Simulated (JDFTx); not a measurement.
The system is MoS2.

```xyz
3
Lattice="1.5800 0.9122 6.1500 -1.5800 0.9122 6.1500 0.0000 -1.8244 6.1500" Properties=species:S:1:pos:R:3 pbc="T T T"
Mo    0.0000    0.0000    0.0000
S     0.0000    0.0000    7.6936
S     0.0000    0.0000    4.6125
```

Measurements of this composition are mostly on another form, of space group No. 194.

Base run:

* Program: JDFTx 1.7.0 (patched build)
* Functional: PBE
* Potentials or basis: PseudoDojo-SR-PBE-0.5-standard with smoothed tails
* Cutoff: 1088 eV
* Density cutoff: 8708 eV
* k mesh: 6 × 6 × 6
* Occupations: fermi-dirac, width 0.05 eV
* Spin: no spin polarisation
* Hubbard terms: Mo d U = 2 eV

Its results: band gap on the k mesh 0.95 eV, indirect (least direct gap 1.75 eV); pressure 3.1 GPa; largest force 0.309 eV/Å.

Q: After a change of settings the same cell gave: band gap on the k mesh 0.95 eV, indirect (least direct gap 1.77 eV); pressure 1.9 GPa; largest force 0.190 eV/Å. Which change was it?
A. hubbard terms from Mo d U = 2 eV to Mo d U = 3 eV
B. hubbard terms from Mo d U = 2 eV to none; hubbard projectors from atomic pseudo-orbitals, not orthogonalised to none
C. hubbard terms from Mo d U = 2 eV to Mo d U = 8 eV

A: A.

Caveats: the empty levels aren't tightly converged.
